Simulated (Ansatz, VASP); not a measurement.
Given: the input of a run of VASP 6.6.1 on CdS (Hawleyite).

Contents of INCAR:

```
PREC = Accurate
ENCUT = 520
EDIFF = 1E-7
ISMEAR = 0
SIGMA = 0.02
LREAL = F
LASPH = T
NELM = 100
ALGO = Normal
ISIF = 2
LWAVE = F
LCHARG = F
GGA = PE
NBANDS = 16
```

The input KPOINTS:

```
regular mesh
0
Gamma
  8 8 8
```

The input POSCAR:

```
CdS
1.0
    0.0000000000      2.9165000000      2.9165000000
    2.9165000000      0.0000000000      2.9165000000
    2.9165000000      2.9165000000      0.0000000000
Cd S
1 1
Direct
    0.0000000000      0.0000000000      0.0000000000
    0.7500000000      0.7500000000      0.7500000000
```

Potentials or basis: VASP PAW PBE potentials, release 64 (Cd, S).

Launch:

```console
$ cat potpaw_PBE.64/Cd/POTCAR potpaw_PBE.64/S/POTCAR > POTCAR
$ mpirun -np 1 vasp_std > vasp.out
```

Question: Translate it to Ansatz 0.2.0. Potentials there: all-electron LAPW, scalar-relativistic.

Answer: As run (the cutoff follows the program's own potentials):

input.yaml

```yaml
crystal:
  lattice:
    - [0.0, 2.9165, 2.9165]
    - [2.9165, 0.0, 2.9165]
    - [2.9165, 2.9165, 0.0]
  atoms:
    - { symbol: Cd, position: [0.0, 0.0, 0.0] }
    - { symbol: S, position: [0.75, 0.75, 0.75] }
kpoints:
  mp_grid: { grid: [8, 8, 8] }
scf:
  occupations: { method: gaussian, width: 0.02 }
hamiltonian:
  xc: pbe
  pseudopotentials: { kind: all_electron, lapw: { basis_error: 0.001 } }
output:
  forces: true
  stress: true
  eigenvalues: true
```

Potentials or basis: all-electron LAPW, scalar-relativistic.

Launch:

```sh
$ ansatz run input.yaml --threads 1 --pin off --max-ram 3072MiB --backend cpu --events-out ev --progress --plain --runs-dir out
```

Both were run:

|  | VASP | Ansatz | Ansatz less VASP |
| --- | --- | --- | --- |
| gap on the k mesh at the Fermi level (eV) | 1.15 | 1.15 | -0.004 |
| least direct gap on the mesh (eV) | 1.15 | 1.15 | -0.004 |
| pressure (GPa) | 3.2 | 2.9 | -0.33 |

Ansatz ran all-electron here, so the differences hold the error of VASP's frozen core and of both bases.

As with any semilocal functional, this PBE gap is likely too small.
